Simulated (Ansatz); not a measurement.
Here is an Ansatz 0.2.0 calculation.

File input.yaml:

```yaml
crystal:
  lattice:
    - [0.0, 3.4390000555, 3.4390000555]
    - [3.4390000555, 0.0, 3.4390000555]
    - [3.4390000555, 3.4390000555, 0.0]
  atoms:
    - { symbol: Pb, position: [0.25, 0.25, 0.25] }
    - { symbol: Pb, position: [0.0, 0.0, 0.0] }
kpoints:
  mp_grid: { grid: [7, 7, 7] }
  band_path:
    path:
      - [0.0, 0.0, 0.0]
      - [0.5, 0.0, 0.5]
      - [0.5, 0.25, 0.75]
      - [0.375, 0.375, 0.75]
      - [0.0, 0.0, 0.0]
      - [0.5, 0.5, 0.5]
      - [0.625, 0.25, 0.625]
      - [0.5, 0.25, 0.75]
    npoints: 6
scf:
  occupations: { method: fermi_dirac, width: 0.05 }
hamiltonian:
  xc: pbesol
  pseudopotentials: { kind: all_electron, datasets: crystal }
output:
  forces: true
  stress: true
  eigenvalues: true
```

Potentials or basis: all-electron PAW datasets made for the crystal.

Launch:

```console
$ ansatz run input.yaml --threads 1 --pin off --max-ram 3072MiB --backend cpu --events-out ev --progress --plain --runs-dir out
```

**Question.** Predict the band gap along the path.

**Answer.** None (metal or under the smearing width).

**Question.** What does it give for the pressure?

**Answer.** 0.5 GPa.

Levels at the corners of the path, in eV from the Fermi level:
| point | band 10 | band 11 | band 12 | band 13 | band 14 | band 15 | band 16 | band 17 | band 18 | band 19 |
| --- | --- | --- | --- | --- | --- | --- | --- | --- | --- | --- |
| Γ | -16.61 | -11.14 | -3.92 | 0.40 | 0.40 | 0.40 | 2.41 | 2.41 | 2.41 | 4.01 |
| X | -16.52 | -8.49 | -8.49 | -1.98 | -1.98 | 0.82 | 0.82 | 7.18 | 7.18 | 8.14 |
| W | -16.50 | -8.46 | -8.46 | -2.45 | -2.45 | 2.73 | 2.73 | 4.23 | 4.23 | 8.61 |
| K | -16.49 | -8.87 | -8.06 | -2.74 | -1.64 | 0.96 | 3.00 | 5.16 | 5.83 | 6.46 |
| Γ | -16.61 | -11.14 | -3.92 | 0.40 | 0.40 | 0.40 | 2.41 | 2.41 | 2.41 | 4.01 |
| L | -16.55 | -9.79 | -7.10 | -0.98 | -0.75 | -0.75 | 3.52 | 3.52 | 5.36 | 7.24 |
| U | -16.49 | -8.87 | -8.06 | -2.74 | -1.64 | 0.96 | 3.00 | 5.16 | 5.83 | 6.46 |
| W | -16.50 | -8.46 | -8.46 | -2.45 | -2.45 | 2.73 | 2.73 | 4.23 | 4.23 | 8.61 |

Caveat: spin-orbit coupling is left out, which moves the levels of the heavy elements.
